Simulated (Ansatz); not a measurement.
Set up this calculation in Ansatz 0.2.0, as the native input.

```yaml
Task: band structure
Functional: r2SCAN
Potentials_or_basis: Ansatz PAW
Cutoff: "500 eV (not typed: the program's choice for these potentials)"
k_mesh: 7 × 5 × 5
Occupations: fermi-dirac, width 0.05 eV
Spin: spin-orbit coupling, no magnetisation
Path: "[[\"G\", \"Y\", \"H\", \"C\", \"E\", \"M1\", \"A\", \"X\", \"H1\"], [\"M\", \"D\", \"Z\"], [\"Y\", \"D\"]]"
Points_for_each_segment_of_the_path: 10
```

Crystal: BaTiO3.

```
CELL_PARAMETERS angstrom
-2.82767 -1.63255 -2.31773
2.82767 -4.89766 0.00000
-2.82767 -1.63255 4.63546
ATOMIC_POSITIONS crystal
Ba 0.01575 0.99511 0.97326
Ba 0.98425 0.50489 0.52674
Ti 0.50386 0.98954 0.50362
Ti 0.46814 0.51046 0.02438
O 0.53055 0.23162 0.73316
O 0.48625 0.75828 0.23994
O 0.47922 0.75734 0.73348
O 0.53758 0.25276 0.23962
O 0.99089 0.02893 0.47950
O 0.04611 0.47107 0.00370
```

These files were run (other wordings do the same):

input.yaml

```yaml
crystal:
  lattice:
    - [-2.82766816, -1.63255497, -2.31773161]
    - [2.82766816, -4.89766492, 0.0]
    - [-2.82766816, -1.63255497, 4.63546322]
  atoms:
    - { symbol: Ba, position: [0.01574546, 0.99510673, 0.97325899] }
    - { symbol: Ba, position: [0.98425454, 0.50489327, 0.52674101] }
    - { symbol: Ti, position: [0.50385971, 0.9895382, 0.503622] }
    - { symbol: Ti, position: [0.46814029, 0.5104618, 0.024378] }
    - { symbol: O, position: [0.53055, 0.23162339, 0.73315727] }
    - { symbol: O, position: [0.48625, 0.75827661, 0.23994273] }
    - { symbol: O, position: [0.47921711, 0.75734423, 0.73348461] }
    - { symbol: O, position: [0.53758289, 0.25275577, 0.23961539] }
    - { symbol: O, position: [0.99088784, 0.02893112, 0.47950327] }
    - { symbol: O, position: [0.04611216, 0.47106888, 0.00369673] }
hamiltonian:
  xc: r2scan
  pseudopotentials: { kind: paw_fr }
magnetization:
  noncollinear: true
  spin_orbit: true
kpoints:
  mp_grid: { grid: [7, 5, 5] }
  band_path:
    path:
      - [[0.0, 0.0, 0.0], [0.0, 0.0, 0.5], [-0.4987186014, 0.0, 0.502576104], [-0.5, 0.0, 0.5], [-0.5, 0.5, 0.5], [-0.5012813986, 0.5, 0.497423896], [-0.5, 0.5, 0.0], [-0.5, 0.0, 0.0], [-0.5012813986, 0.0, 0.497423896]]
      - [[-0.4987186014, 0.5, 0.502576104], [0.0, 0.5, 0.5], [0.0, 0.5, 0.0]]
      - [[0.0, 0.0, 0.5], [0.0, 0.5, 0.5]]
    npoints: 10
scf:
  occupations: { method: fermi_dirac, width: 0.05 }
  n_extra_bands: 25
output:
  forces: true
  stress: true
  eigenvalues: true
  fatbands: false
  write_density: true
  write_potential: true
  elf: true
  volumetric_format: npy
```

Potentials or basis: Ansatz PAW.

Launch:

```console
$ ansatz run input.yaml --threads 4 --pin off --max-ram 11264MiB --backend cpu --events-out ev --progress --plain --runs-dir out
```

Results of the run:

| Item | Value |
| --- | --- |
| Pressure | 5.5 GPa |
| Largest force | 3.277 eV/Å |
| Band gap on the k mesh | 2.62 eV, indirect (least direct gap 2.68 eV) |
| Band gap along the path | 2.59 eV, indirect (least direct gap 2.68 eV) |

Caveat: the PAW data sets come from PBE, with cores solved anew for the run's functional, which leaves a small shift of forces and pressure; forces of over 1 eV/Å show positions far from the minimum, so gaps and moduli don't describe the material at rest.

Run time: 6.7 min on 4 threads of Arm Neoverse V2 (shared host), peak memory 3.6 GiB.
